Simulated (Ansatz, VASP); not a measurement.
**Al in VASP and in Ansatz**

```
Al
1.0
     1.20689   -2.25327    0.00000
     1.20689    2.25327    0.00000
     0.00000    0.00000    3.51881
Al
1
Direct
  0.00000 0.00000 0.00000
```

Alike in both runs: task relaxation of cell and atoms; functional PBE; k mesh 8 × 8 × 6; occupations gaussian, width 0.1 eV; no spin polarisation.

```csv
,VASP,Ansatz
version,VASP 6.6.1,Ansatz 0.2.0
potentials or method,"VASP PAW PBE potentials, release 64 (Al)","scalar-relativistic, plane waves, PAW"
plane-wave cutoff (eV),600,420
valence electrons in the cell,3,3
```

```csv
,VASP,Ansatz,Ansatz less VASP
"gap on the k mesh at the Fermi level, each at its own relaxed structure (eV)",none,none,-
relaxed volume (Å³/atom),18.89,18.84,-0.056
relaxed cell length with the largest relative difference (Å),2.764,2.776,+0.0123
energy change over the relaxation (meV/atom),-460,-461,-0.4
```

A gap of «none» marks a metal or a gap that the smearing closes.

Caveats: the k mesh is coarse (spacing up to 0.37 Å⁻¹), so the values aren't converged.
